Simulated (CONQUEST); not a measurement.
Crystal: HfO2.

```
CELL_PARAMETERS angstrom
5.00476 0.00000 0.00000
0.00000 5.03269 0.00000
0.00000 0.00000 5.21946
ATOMIC_POSITIONS crystal
Hf 0.73212 0.73881 0.96174
Hf 0.73612 0.24181 0.53227
Hf 0.27142 0.75413 0.46851
Hf 0.26175 0.25080 0.03721
O 0.92668 0.88079 0.62770
O 0.93107 0.38357 0.86841
O 0.53269 0.49992 0.23989
O 0.54123 0.98841 0.27614
O 0.45560 0.99350 0.76469
O 0.45565 0.48763 0.74308
O 0.06382 0.87332 0.12419
O 0.07275 0.38158 0.36004
```

The cell comes from a database or a generator and needn't be the stable form of this composition.

The cell isn't the ideal one: atoms moved at random, drawn with an rms of 0.05 Å.

Base run:

| Property | Result |
| --- | --- |
| Program | CONQUEST 1.3 |
| Functional | PBE |
| Potentials or basis | PseudoDojo NC PBE, DZP, multi-site functions of range 6.5 bohr, grid cutoff 150 Ha |
| k mesh | 4 × 4 × 4 |
| Occupations | fermi-dirac, width 0.05 eV |
| Spin | no spin polarisation |

Its results: band gap on the k mesh 7.37 eV, direct; pressure 14.1 GPa; largest force 1.402 eV/Å.

**Question.** The run is repeated on the same cell with these changes: potentials or basis from PseudoDojo NC PBE, DZP, multi-site functions of range 6.5 bohr, grid cutoff 150 Ha to PseudoDojo NC PBE, DZP, grid cutoff 200 Ha. What comes out?

**Answer.** Band gap on the k mesh 4.29 eV, indirect (least direct gap 4.54 eV); pressure 12.5 GPa; largest force 1.327 eV/Å.

Caveats: spin-orbit coupling is left out, which moves the levels of the heavy elements; the basis of atomic orbitals isn't converged, which shifts pressures, moduli and gaps; multi-site functions contract the basis, which raises the energy a little and makes forces and stress less exact (some runs).

A k mesh can miss the band edges.
